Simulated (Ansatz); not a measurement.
Crystal: SnO2.

```
Sn O
1.0
     4.78800    0.00000    0.00000
     0.00000    4.86658    0.00000
     0.00000    0.00000    3.24090
Sn O
2 4
Direct
  0.00000 0.00000 0.00000
  0.50000 0.50000 0.50000
  0.70815 0.67896 0.00000
  0.20814 0.82104 0.50000
  0.79185 0.17896 0.50000
  0.29185 0.32104 0.00000
```

The cell is a database's computed one.

| Item | Value |
| --- | --- |
| Program | Ansatz 0.2.0 |
| Task | relaxation of cell and atoms |
| Functional | PBE |
| Dispersion | D4 |
| Potentials or basis | Ansatz PAW |
| Cutoff | 420 eV (not typed: the program's choice for these potentials) |
| k mesh | 6 × 6 × 8 |
| Occupations | fermi-dirac, width 0.05 eV |
| Spin | no spin polarisation |

At the start: volume 12.59 Å³/atom.

Task: Where does the relaxation end?

Result: It ends after 8 steps and the volume is 12.34 Å³/atom (-2.0 %); space group P4_2/mnm (No. 136, to 0.05 Å).

Step by step:
```tsv
step	energy change (eV)	largest force (eV/Å)	volume (Å³)
1	0.0000	0.0710	75.52
2	-0.0289	0.0695	74.03
3	-0.0328	0.0299	73.99
4	-0.0358	0.0074	74.08
5	-0.0359	0.0043	74.09
6	-0.0295	0.0048	74.09
7	-0.0299	0.0005	74.03
8	-0.0296	0.0005	74.03
```

Final structure:
```xyz
6
Lattice="4.7874 0.0000 0.0000 0.0000 4.7896 0.0000 0.0000 0.0000 3.2285" Properties=species:S:1:pos:R:3 pbc="T T T"
Sn    0.0000    0.0000    0.0000
Sn    2.3937    2.3948    1.6143
O     3.3225    3.3223    0.0000
O     0.9288    3.8621    1.6143
O     3.8586    0.9275    1.6143
O     1.4649    1.4673    0.0000
```

Caveat: the plane-wave basis is chosen anew once the cell has moved, so the energies of steps on either side of that aren't comparable; the pressure holds a Pulay correction of +0.8 GPa for the finite cutoff.
